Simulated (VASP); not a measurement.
A run of VASP 6.6.1 is set up as follows.

Contents of INCAR:

```
SYSTEM = Ge
PREC = Accurate
ENCUT = 600
EDIFF = 1E-7
ISMEAR = -1
SIGMA = 0.05
LREAL = .FALSE.
LASPH = .TRUE.
NELM = 60
ALGO = Normal
ISIF = 3
LWAVE = .FALSE.
LCHARG = .FALSE.
GGA = PS
IBRION = 2
NSW = 60
EDIFFG = -0.01
```

Contents of KPOINTS:

```
Automatic mesh
0
G
  8 8 6
  0 0 0
```

POSCAR

```
Ge
1.0
    1.4880529250     -2.5946896100      0.0000000000
    1.4880529250      2.5946896100      0.0000000000
    0.0000000000      0.0000000000      4.7275957900
Ge
2
Direct
    0.3334466300      0.6665533700      0.2500000000
    0.6665533700      0.3334466300      0.7500000000
```

Potentials or basis: VASP PAW PBE potentials, release 64 (Ge_d).

The run is started by

```bash
$ cat potpaw_PBE.64/Ge_d/POTCAR > POTCAR
$ mpirun -np 1 vasp_std > vasp.out
```

Question: What does it give for the space group after relaxing (to 0.05 Å)?

Answer: P6_3/mmc (No. 194).

Question: Predict the band gap on the k mesh.

Answer: None (metal or under the smearing width).

Final structure:
```yaml
crystal:
  lattice:
    - [1.45967, -2.53466, 0.00000]
    - [1.45967, 2.53466, 0.00000]
    - [0.00000, 0.00000, 4.95796]
  atoms:
    - { symbol: Ge, position: [0.33335, 0.66665, 0.25000] }
    - { symbol: Ge, position: [0.66665, 0.33335, 0.75000] }
```
